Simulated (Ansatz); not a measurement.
## ZrS$_{2}$ under several functionals and dispersion corrections (calculated)

Starting cell:

```cif
data_structure
_symmetry_space_group_name_H-M 'P-3m1'
_symmetry_Int_Tables_number 164
_cell_length_a 3.6437
_cell_length_b 3.6437
_cell_length_c 5.8059
_cell_angle_alpha 90.000
_cell_angle_beta 90.000
_cell_angle_gamma 120.000
_cell_volume 66.76
loop_
_atom_site_label
_atom_site_type_symbol
_atom_site_symmetry_multiplicity
_atom_site_Wyckoff_symbol
_atom_site_fract_x
_atom_site_fract_y
_atom_site_fract_z
_atom_site_occupancy
Zr1 Zr 1 a 0.00000 0.00000 0.00000 1
S1 S 2 d 0.33333 0.66667 0.25101 1
```

Ansatz, plane waves and PAW, scalar-relativistic (no spin–orbit coupling), 8×8×4 k-mesh. No spin polarisation. In the setting of the table the starting cell (space group P-3m1) has 3.644 × 3.644 × 5.806 Å, angles 90.0 / 90.0 / 120.0°. Each functional was followed to zero pressure with shape and atoms relaxed, then fitted over four more volumes within ±4 % of it.

(1) What cell, stiffness and gap does each give?

Answers

(1) 
```tsv
functional	V0 (Å³/atom)	cell	B0 (GPa)	B′ from the pressures	gap on the mesh	cutoff (eV)
PBEsol + D3(BJ)	20.49	3.579 × 3.579 × 5.538 Å, angles 90.0 / 90.0 / 120.0°	45	–	0.29 eV	420
revPBE + D3(BJ)	20.98	3.608 × 3.608 × 5.571 Å, angles 90.0 / 90.0 / 120.0°	45	–	0.47 eV	420
```

The volumes span 2.4 %, from PBEsol + D3(BJ) to revPBE + D3(BJ), while B0 hardly moves (45 GPa). B′ is left blank where a third-order fit to these five points leaves it in doubt. Of 5 runs of this kind 3 are left out: 3 are in doubt (a loose fit, a gap or moment that comes and goes along the fit, no cell at zero pressure, a state that may not be the lowest or a known fault).

Caveats: gaps at these levels are rough, and mostly too small.

Points behind the fit for revPBE + D3(BJ):

```tsv
V (Å³/atom)	E − Emin (meV/atom)	P (GPa)
20.102	5.80	2.24
20.521	1.48	1.10
20.939	0.00	0.12
21.358	0.88	-0.75
21.777	3.74	-1.45
```
